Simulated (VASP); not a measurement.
## Cl2: relaxation of the atoms with PBE

The system is Cl2, in a box.

```
Cl
1.0
    12.00000    0.00000    0.00000
     0.00000   12.50000    0.00000
     0.00000    0.00000   13.00000
Cl
2
Direct
  0.45000 0.47000 0.42308
  0.45000 0.47000 0.57692
```

```
Program                : VASP 6.6.1
Task                   : relaxation of the atoms
Functional             : PBE
Potentials or basis    : VASP PAW PBE potentials, release 64 (Cl)
Cutoff                 : 600 eV
k mesh                 : 1 × 1 × 1
Occupations            : gaussian, width 0.01 eV
Spin                   : no spin polarisation
Further INCAR settings : ALGO = Normal; EDIFF = 1e-06; ISYM = 0; IBRION = 2; EDIFFG = -0.01; NSW = 80
```

```
Energy gained by relaxing       : 0.2 meV/atom
Ionic steps                     : 3
Gap between the frontier levels : 3.06 eV
```

Step by step:
| step | energy change (eV) | largest force (eV/Å) | pressure (GPa) |
| --- | --- | --- | --- |
| 1 | 0.0000 | 0.1177 | -0.01 |
| 2 | -0.0001 | 0.0943 | 0.00 |
| 3 | -0.0004 | 0.0004 | 0.00 |

Final structure:
```
CELL_PARAMETERS angstrom
12.00000 0.00000 0.00000
0.00000 12.50000 0.00000
0.00000 0.00000 13.00000
ATOMIC_POSITIONS crystal
Cl 0.45000 0.47000 0.42332
Cl 0.45000 0.47000 0.57668
```

Levels at points of the mesh, in eV from the valence-band top:
```csv
k point,band 3,band 4,band 5,band 6,band 7,band 8,band 9,band 10,band 11,band 12
"(0.00, 0.00, 0.00)",-4.67,-2.66,-2.66,0.00,0.00,3.06,6.78,7.71,7.78,7.87
```

Wall time 78 s on 4 MPI ranks on Intel(R) Xeon(R) Platinum 8259CL CPU @ 2.50GHz (Skylake/Cascade Lake), on a shared host, peak memory 0.61 GiB a rank.

As with any semilocal functional, this PBE gap is likely too small.
